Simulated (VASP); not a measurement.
# Ni in VASP: a series of runs

Aim: see how the results for Ni move with the level of theory and the settings. Levels: PW91, optB88-vdW, vdW-DF-cx, rev-vdW-DF2. Tasks: relaxation of the atoms.

All numbers are computed with VASP 6.6.1; they aren't measurements. Logs are shortened: lines on timing, memory, paths and dates and some standing lists are left out, and cuts for length are marked.

## Step 1: The structure

The cell holds a sheet with vacuum, 1 atom: a = 2.259 Å, b = 2.259 Å, c = 23.800 Å, α = 90.00°, β = 90.00°, γ = 90.00°.

The cell was built by a generator and needn't be a form met in nature.

## Step 2: Relaxation of the atoms, PW91, collinear spin, ferromagnetic start

Input file INCAR:

```
ALGO     = Normal         # electronic algorithm
DIPOL    = 0.5 0.5 0.294
EDIFF    = 1E-7           # SCF threshold, eV
EDIFFG   = -0.01          # ionic threshold
ENCUT    = 520            # plane-wave cutoff, eV
GGA      = 91             # functional
IBRION   = 2              # ionic algorithm
IDIPOL   = 3            
ISIF     = 2              # what is computed and relaxed
ISMEAR   = -1             # smearing method
ISPIN    = 2              # spin polarisation
LASPH    = T              # aspherical terms in the spheres
LCHARG   = F              # write CHGCAR
LDIPOL   = T            
LMAXMIX  = 4              # l up to which the mixer works
LORBIT   = 11             # projections on sites
LREAL    = F              # projectors in reciprocal space
LWAVE    = F              # write WAVECAR
MAGMOM   = 1              # initial moments
NELM     = 150            # most SCF steps
NSW      = 60             # ionic steps
PREC     = Accurate       # precision mode
SIGMA    = 0.05           # smearing width, eV
```

Input file KPOINTS:

```
k-points
0
Gamma
  9 9 1
```

Input file POSCAR:

```
Ni
1.0
    2.2591100000      0.0000000000      0.0000000000
    0.0000000000      2.2591100000      0.0000000000
    0.0000000000      0.0000000000     23.8000000000
Ni
1
Selective dynamics
Direct
    0.5000000000      0.5000000000      0.2941200000  F F F
```

Potentials or basis: VASP PAW PBE potentials, release 64 (Ni).

Run with:

```
$ cat potpaw_PBE.64/Ni/POTCAR > POTCAR
$ mpirun -np 1 vasp_std > vasp.out
```

OUTCAR:

```text
EDIFF = 1E-7
   EDIFFG = -0.01
   ENCUT = 520
   GGA = 91
   IBRION = 2
   ISIF = 2
   ISMEAR = -1
   ISPIN = 2
   LASPH = T
   LORBIT = 11
   LREAL = F
   NELM = 150
   NSW = 60
   PREC = Accurate

 ion  position               nearest neighbor table
   1  0.500  0.500  0.294-

  LATTYP: Found a simple tetragonal cell.
 ALAT       =     2.2591100000
 C/A-ratio  =    10.5351222384

  Lattice vectors:

 A1 = (   2.2591100000,   0.0000000000,   0.0000000000)
 A2 = (   0.0000000000,   2.2591100000,   0.0000000000)
 A3 = (   0.0000000000,   0.0000000000,  23.8000000000)

Analysis of symmetry for initial positions (statically):
=====================================================================
 Subroutine PRICEL returns:
 Original cell was already a primitive cell.

 Routine SETGRP: Setting up the symmetry group for a
 simple tetragonal supercell.

 Subroutine GETGRP returns: Found 16 space group operations
 (whereof  8 operations were pure point group operations)
 out of a pool of 16 trial point group operations.

The static configuration has the point symmetry C_4v.
 The point group associated with its full space group is D_4h.

Analysis of symmetry for dynamics (positions and initial velocities):
=====================================================================
 Subroutine PRICEL returns:
 Original cell was already a primitive cell.

 Routine SETGRP: Setting up the symmetry group for a
 simple tetragonal supercell.

 Subroutine GETGRP returns: Found 16 space group operations
 (whereof  8 operations were pure point group operations)
 out of a pool of 16 trial point group operations.

The dynamic configuration has the point symmetry C_4v.
 The point group associated with its full space group is D_4h.

Analysis of constrained symmetry for selective dynamics:
=====================================================================
 Subroutine PRICEL returns:
 Original cell was already a primitive cell.

 Routine SETGRP: Setting up the symmetry group for a
 simple tetragonal supercell.

 Subroutine GETGRP returns: Found 16 space group operations
 (whereof  8 operations were pure point group operations)
 out of a pool of 16 trial point group operations.

The constrained configuration has the point symmetry C_4v.
 The point group associated with its full space group is D_4h.

Analysis of structural, dynamic, and magnetic symmetry:
=====================================================================
 Subroutine PRICEL returns:
 Original cell was already a primitive cell.

 Routine SETGRP: Setting up the symmetry group for a
 simple tetragonal supercell.

 Subroutine GETGRP returns: Found 16 space group operations
 (whereof  8 operations were pure point group operations)
 out of a pool of 16 trial point group operations.

The overall configuration has the point symmetry C_4v.
 The point group associated with its full space group is D_4h.

 Subroutine INISYM returns: Found 16 space group operations
 (whereof  8 operations are pure point group operations),
 and found     1 'primitive' translations

----------------------------------------------------------------------------------------

                                     Primitive cell

  volume of cell :     121.4652

  direct lattice vectors                    reciprocal lattice vectors
     2.259110000  0.000000000  0.000000000     0.442652195  0.000000000  0.000000000
     0.000000000  2.259110000  0.000000000     0.000000000  0.442652195  0.000000000
     0.000000000  0.000000000 23.800000000     0.000000000  0.000000000  0.042016807

  length of vectors
     2.259110000  2.259110000 23.800000000     0.442652195  0.442652195  0.042016807

  position of ions in fractional coordinates (direct lattice)
     0.500000000  0.500000000  0.294120000

  ion indices of the primitive-cell ions
   primitive index   ion index
                 1           1

----------------------------------------------------------------------------------------

 KPOINTS: k-points

Automatic generation of k-mesh.
 Grid dimensions read from file:
 generate k-points for:    9    9    1

 Generating k-lattice:

  Cartesian coordinates                     Fractional coordinates (reciprocal lattice)
     0.049183577  0.000000000  0.000000000     0.111111111  0.000000000  0.000000000
     0.000000000  0.049183577  0.000000000     0.000000000  0.111111111  0.000000000
     0.000000000  0.000000000  0.042016807     0.000000000  0.000000000  1.000000000

  Length of vectors
     0.049183577  0.049183577  0.042016807

  Shift w.r.t. Gamma in fractional coordinates (k-lattice)
     0.000000000  0.000000000  0.000000000

 Subroutine IBZKPT returns following result:
 ===========================================

 Found     15 irreducible k-points:

 Following reciprocal coordinates:
            Coordinates               Weight
  0.000000  0.000000  0.000000      1.000000
  0.111111  0.000000  0.000000      4.000000
  0.222222  0.000000  0.000000      4.000000
  0.333333  0.000000  0.000000      4.000000
  0.444444  0.000000  0.000000      4.000000
  0.111111  0.111111  0.000000      4.000000
  0.222222  0.111111  0.000000      8.000000
  0.333333  0.111111  0.000000      8.000000
  0.444444  0.111111  0.000000      8.000000
  0.222222  0.222222  0.000000      4.000000
  0.333333  0.222222  0.000000      8.000000
  0.444444  0.222222  0.000000      8.000000
  0.333333  0.333333  0.000000      4.000000
  0.444444  0.333333  0.000000      8.000000
  0.444444  0.444444  0.000000      4.000000
   k-points           NKPTS =     15   k-points in BZ     NKDIM =     15   number of bands    NBANDS=     10
   number of dos      NEDOS =    301   number of ions     NIONS =      1
   total plane-waves  NPLWV =  58320
   dimension x,y,z NGX =    18 NGY =   18 NGZ =  180
   dimension x,y,z NGXF=    36 NGYF=   36 NGZF=  360
   ions per type =               1
   NGX,Y,Z   is equivalent  to a cutoff of  13.25, 13.25, 12.57 a.u.
   NGXF,Y,Z  is equivalent  to a cutoff of  26.49, 26.49, 25.15 a.u.
 SYSTEM =  unknown system
   PREC   = accura    normal or accurate (medium, high low for compatibility)
   ISTART =      0    job   : 0-new  1-cont  2-samecut
   ICHARG =      2    charge: 1-file 2-atom 10-const
   ISPIN  =      2    spin polarized calculation?
   LNONCOLLINEAR =      F non collinear calculations
   LSORBIT =      F    spin-orbit coupling
   LASPH  =      T    aspherical Exc in radial PAW
   ENCUT  =  520.0 eV  38.22 Ry    6.18 a.u.   4.20  4.20 44.25*2*pi/ulx,y,z
   NELM   =    150;   NELMIN=  2; NELMDL= -5     # of ELM steps
   EDIFF  = 0.1E-06   stopping-criterion for ELM
   LREAL  =      F    real-space projection
   EDIFFG = -.1E-01   stopping-criterion for IOM
   NSW    =     60    number of steps for IOM
   IBRION =      2    ionic relax: 0-MD 1-quasi-New 2-CG
   NFREE  =      1    steps in history (QN), initial steepest desc. (CG)
   ISIF   =      2    stress and relaxation
   ISYM   =      2    0-nonsym 1-usesym 2-fastsym
   POTIM  = 0.5000    time-step for ionic-motion
   TEBEG  =    0.0;   TEEND  =   0.0 temperature during run
   PSTRESS=    0.0 pullay stress
   NELECT =      10.0000    total number of electrons
   NUPDOWN=      -1.0000    fix difference up-down
   EMIN   =  10.00;   EMAX   =-10.00  energy-range for DOS
   EFERMI =   0.00;   METHOD = LEGACY
   ISMEAR =    -1;   SIGMA  =   0.05  broadening in eV -4-tet -1-fermi 0-gaus
   EFERMI_NEDOS =   21; number of points for ismear=-14 and -15
   IALGO  =     38    algorithm
   IMIX   =      4    mixing-type and parameters
     AMIX     =   0.40;   BMIX     =  1.00
     AMIX_MAG =   1.60;   BMIX_MAG =  1.00
  volume/ion in A,a.u.               =     121.47       819.69
  Fermi-wavevector in a.u.,A,eV,Ry     =   0.712182  1.345829  6.900916  0.507203
  Thomas-Fermi vector in A             =   1.799490
   LORBIT       =     11    0 simple, 1 ext, 2 COOP (PROOUT), +10 PAW based schemes
   GGA     = 91    functional components
   LHFCALC =     F    Hartree Fock is set to
   AEXX    =    0.0000 exact exchange contribution
   IVDW    =     0    specifies the selected vdW correction
   LEPSILON=     F    determine dielectric tensor
   LRPA    =     F    only Hartree local field effects (RPA)
 conjugate gradient relaxation of ions
 spin polarized calculation
  energy-cutoff  :      520.00
  volume of cell :      121.47
 maximum number of plane-waves:      3306
 NGX is ok and might be reduce to    18
   NGX =  9   NGY =  9   NGZ = 89

 number of electron      10.0000000 magnetization       1.0000000

 dipolmoment           0.000000      0.000000      0.000036 electrons x Angstroem

 number of electron       9.9999988 magnetization       0.8164445

 dipolmoment           0.000000      0.000000     -0.000001 electrons x Angstroem

 Free energy of the ion-electron system (eV)
  ---------------------------------------------------
  ext. energy  EPLUGINS =         0.00000000
  ---------------------------------------------------
  free energy    TOTEN  =        -3.98535162 eV

  energy without entropy =       -3.96679069  energy(sigma->0) =       -3.97607115

 E-fermi :  -3.9316     XC(G=0):  -1.9187

 val. band max:       -4.0008871172   @ k =   0.4444   0.4444   0.0000
 cond. band min:      -3.9218713010   @ k =   0.2222   0.0000   0.0000
 fundamental gap:      0.0790158163
 Fermi energy:        -3.9316396137

 spin component 1

 k-point     1 :       0.0000    0.0000    0.0000
  band No.  band energies     occupation
      1      -9.7781      1.00000
      2      -7.7516      1.00000
      3      -5.9153      1.00000
      4      -4.7440      1.00000
      5      -4.7440      1.00000
      6      -4.4161      0.99994
      7      -3.1479      0.00000
      8       0.9307      0.00000
      9       1.4947      0.00000
     10       1.5632      0.00000
[... 170 lines left out ...]
 k-point    15 :       0.4444    0.4444    0.0000
  band No.  band energies     occupation
      1      -8.1049      1.00000
      2      -6.2380      1.00000
      3      -6.1921      1.00000
      4      -4.5740      1.00000
      5      -3.7277      0.01666
      6       3.0755      0.00000
      7       4.8567      0.00000
      8       9.2249      0.00000
      9      10.0105      0.00000
     10      11.3367      0.00000
 Fermi energy:        -3.9316396137

 spin component 2

 k-point     1 :       0.0000    0.0000    0.0000
  band No.  band energies     occupation
      1      -9.6670      1.00000
      2      -7.1528      1.00000
      3      -5.4883      1.00000
      4      -3.6937      0.00851
      5      -3.6937      0.00851
      6      -3.4203      0.00004
      7      -3.1793      0.00000
      8       0.8823      0.00000
      9       1.4289      0.00000
     10       1.5642      0.00000
[... 170 lines left out ...]
 k-point    15 :       0.4444    0.4444    0.0000
  band No.  band energies     occupation
      1      -7.4127      1.00000
      2      -5.3156      1.00000
      3      -5.2610      1.00000
      4      -4.0009      0.79978
      5      -2.9936      0.00000
      6       3.2057      0.00000
      7       4.9742      0.00000
      8       9.2556      0.00000
      9      10.1909      0.00000
     10      11.4188      0.00000

------------------------ aborting loop because EDIFF is reached ----------------------------------------

 vacuum level on the upper side and lower side of the slab       (xc-potential included)         0.019         0.022

  FORCE on cell =-STRESS in cart. coord.  units (eV):
  Direction    XX          YY          ZZ          XY          YZ          ZX
  --------------------------------------------------------------------------------------
  -------------------------------------------------------------------------------------
  Total       -0.0473314     -0.0473314     -0.0009410      0.0000000     -0.0000000      0.0000000
  in kB       -0.6243217     -0.6243217     -0.0124125      0.0000000     -0.0000000      0.0000000
  external PRESSURE =      -0.4203520 kB  Pullay stress =       0.0000000 kB

 VOLUME and BASIS-vectors are now :
 -----------------------------------------------------------------------------
  energy-cutoff  :      520.00
  volume of cell :      121.47
      direct lattice vectors                 reciprocal lattice vectors
     2.259110000  0.000000000  0.000000000     0.442652195  0.000000000  0.000000000
     0.000000000  2.259110000  0.000000000     0.000000000  0.442652195  0.000000000
     0.000000000  0.000000000 23.800000000     0.000000000  0.000000000  0.042016807

 POSITION                                       TOTAL-FORCE (eV/Angst)
 -----------------------------------------------------------------------------------
      1.12956      1.12956      7.00006         0.000000      0.000000      0.000000
 -----------------------------------------------------------------------------------
    total drift:                                0.000000      0.000000      0.000023

  FREE ENERGIE OF THE ION-ELECTRON SYSTEM (eV)
  ---------------------------------------------------
  free  energy   TOTEN  =        -3.9853516185 eV

  energy  without entropy=       -3.9667906902  energy(sigma->0) =       -3.97607115

 reached required accuracy - stopping structural energy minimisation

 vacuum level on the upper side and lower side of the slab         1.376         1.378

 total charge

# of ion       s       p       d       tot
------------------------------------------
    1        0.539   0.292   8.337   9.168

 magnetization (x)

# of ion       s       p       d       tot
------------------------------------------
    1        0.005  -0.008   0.839   0.836
```

It took 93 s on 1 thread of Intel Xeon 6975P-C (Granite Rapids), shared host; peak memory 0.27 GiB.

What came out:

* Free energy: -3.9854 eV
* Band gap on the k mesh: none (metal or under the smearing width)
* Net moment: 0.82 μB per cell
* Site moments: Ni +0.84 μB
* Valence electrons inside the program's atomic spheres: Ni 9.17

Final structure:
```xyz
1
Lattice="2.2591 0.0000 0.0000 0.0000 2.2591 0.0000 0.0000 0.0000 23.8000" Properties=species:S:1:pos:R:3 pbc="T T T"
Ni    1.1296    1.1296    7.0001
```

Levels at points of the mesh, in eV from the Fermi level:
Spin up:
```
           k point  band 4  band 5  band 6  band 7  band 8  band 9
(0.00, 0.00, 0.00)   -0.81   -0.81   -0.48    0.78    4.86    5.43
```
Spin down:
```
           k point  band 2  band 3  band 4  band 5  band 6  band 7
(0.00, 0.00, 0.00)   -3.22   -1.56    0.24    0.24    0.51    0.75
```

Caveat: the relaxation stopped at its first step, so nothing moved; the PAW data sets were made with another functional, which shifts forces and pressure a little.

## Step 3: Relaxation of the atoms, optB88-vdW, collinear spin, ferromagnetic start

INCAR, as its differences from that of step 2:

```diff
@@ -1 +1,2 @@
+AGGAC    = 0.0          
 ALGO     = Normal         # electronic algorithm
@@ -5,3 +6,3 @@
 ENCUT    = 520            # plane-wave cutoff, eV
-GGA      = 91             # functional
+GGA      = BO             # functional
 IBRION   = 2              # ionic algorithm
@@ -17,2 +18,3 @@
 LREAL    = F              # projectors in reciprocal space
+LUSE_VDW = T            
 LWAVE    = F              # write WAVECAR
@@ -21,2 +23,4 @@
 NSW      = 60             # ionic steps
+PARAM1   = 0.1833333333 
+PARAM2   = 0.22         
 PREC     = Accurate       # precision mode
```

KPOINTS is that of step 2.

POSCAR is that of step 2.

Potentials or basis: VASP PAW PBE potentials, release 64 (Ni).

Run with:

```
$ cat potpaw_PBE.64/Ni/POTCAR > POTCAR
$ mpirun -np 1 vasp_std > vasp.out
```

Run time: 6.4 min. Hardware: 1 thread of Intel Xeon 6975P-C (Granite Rapids), shared host; peak memory 0.61 GiB.

It converged, with:

```
Free energy                                           : -1.0887 eV
Band gap on the k mesh                                : none (metal or under the smearing width)
Net moment                                            : 0.82 μB per cell
Site moments                                          : Ni +0.83 μB
Valence electrons inside the program's atomic spheres : Ni 9.18
```

Final structure:
```yaml
crystal:
  lattice:
    - [2.25911, 0.00000, 0.00000]
    - [0.00000, 2.25911, 0.00000]
    - [0.00000, 0.00000, 23.80000]
  atoms:
    - { symbol: Ni, position: [0.50000, 0.50000, 0.29412] }
```

Levels at points of the mesh, in eV from the Fermi level:
Spin up:
| k point | band 2 | band 3 | band 4 | band 5 | band 6 | band 7 | band 8 | band 9 | band 10 |
| --- | --- | --- | --- | --- | --- | --- | --- | --- | --- |
| (0.00, 0.00, 0.00) | -3.80 | -1.99 | -0.83 | -0.83 | -0.49 | 0.76 | 4.55 | 4.98 | 5.42 |
Spin down:
```tsv
k point	band 2	band 3	band 4	band 5	band 6	band 7
(0.00, 0.00, 0.00)	-3.22	-1.60	0.25	0.25	0.50	0.74
```

Caveat: the relaxation stopped at its first step, so nothing moved; the PAW data sets were made with another functional, which shifts forces and pressure a little.

(Part 1 of 2 ends here.)
